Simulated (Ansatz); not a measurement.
The system is ZnS (Wurtzite-2H).

```
Zn S
1.0
     3.81100    0.00000    0.00000
    -1.90550    3.30042    0.00000
     0.00000    0.00000    6.23400
Zn S
2 2
Direct
  0.66667 0.33333 0.50000
  0.33333 0.66667 0.00000
  0.66667 0.33333 0.88500
  0.33333 0.66667 0.38500
```

Base run:

```yaml
Program: Ansatz 0.2.0
Functional: PBEsol
Potentials_or_basis: all-electron LAPW, non-relativistic
Cutoff: 264 eV
Density_cutoff: 1058 eV
Basis_error_allowed: 0.002 eV/atom
k_mesh: 8 × 8 × 5
Occupations: fermi-dirac, width 0.05 eV
Spin: no spin polarisation
```

Its results: band gap on the k mesh 2.39 eV, direct; pressure 0.0 GPa; largest force 0.328 eV/Å.

After a change of settings the same cell gave: band gap on the k mesh 2.11 eV, direct; pressure -1.3 GPa; largest force 0.306 eV/Å. Which change was it?
A. functional from PBEsol to PBE; potentials or basis from all-electron LAPW, non-relativistic to all-electron LAPW, scalar-relativistic
B. functional from PBEsol to LDA; potentials or basis from all-electron LAPW, non-relativistic to all-electron LAPW, scalar-relativistic
C. potentials or basis from all-electron LAPW, non-relativistic to all-electron LAPW, scalar-relativistic

C.

Not every run made on this cell is shown here.
